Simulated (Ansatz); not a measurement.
MgS (Niningerite):

```
S Mg
1.0
     0.00000    2.60165    2.60165
     2.60165    0.00000    2.60165
     2.60165    2.60165    0.00000
S Mg
1 1
Direct
  0.50000 0.50000 0.50000
  0.00000 0.00000 0.00000
```

Base run:

| Quantity | Value |
| --- | --- |
| Program | Ansatz 0.2.0 |
| Functional | RPBE |
| Dispersion | D3(BJ) |
| Potentials or basis | all-electron LAPW, scalar-relativistic |
| Cutoff | 183 eV |
| Density cutoff | 733 eV |
| Basis error allowed | 0.001 eV/atom |
| k mesh | 9 × 9 × 9 |
| Occupations | gaussian, width 0.1 eV |
| Spin | no spin polarisation |

Its results: band gap on the k mesh 3.07 eV, indirect (least direct gap 3.88 eV); pressure -13.3 GPa.

Task: The run is repeated on the same cell with these changes: dispersion from D3(BJ) to none. What comes out?

Result: Band gap on the k mesh 3.07 eV, indirect (least direct gap 3.88 eV); pressure 3.3 GPa.

Dispersion adds attraction, which lowers the pressure at fixed volume and, as a term added to the energy, leaves the levels alone.

Caveats: the mesh misses the band edges, which the band path finds closer together (some runs); an odd mesh through Γ misses points on the zone boundary, where band edges often lie (some runs).

Not every run made on this cell is shown here.
